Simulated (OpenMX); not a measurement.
The system is Sb.

```
CELL_PARAMETERS angstrom
-1.91168 1.89860 1.91097
1.86645 -1.92422 1.89137
1.82583 1.83838 -1.93660
ATOMIC_POSITIONS crystal
Sb 0.00668 0.00212 0.01774
```

The cell isn't the ideal one: cell strained at random at fixed volume.

Base run:

```yaml
Program: OpenMX 3.8.5
Functional: PBE
Potentials_or_basis: OpenMX 2013 PBE set, Sb7.0-s3p2d2f1, grid cutoff 500 Ry
k_mesh: 11 × 11 × 11
Occupations: fermi-dirac, width 0.05 eV
Spin: no spin polarisation
```

Its results: band gap on the k mesh none (metal or under the smearing width); pressure 3.8 GPa.

Problem. The run is repeated on the same cell with these changes: potentials or basis from OpenMX 2013 PBE set, Sb7.0-s3p2d2f1, grid cutoff 500 Ry to OpenMX 2013 PBE set, Sb7.0-s3p2d2, grid cutoff 160 Ry. What comes out?

Solution. Band gap on the k mesh none (metal or under the smearing width); pressure 6.3 GPa.

Caveats: the basis of atomic orbitals isn't converged, which shifts pressures, moduli and gaps; the real-space grid is coarse for these elements, which adds noise of up to some 20 meV/atom to energies and shifts forces, pressures and volumes (some runs).
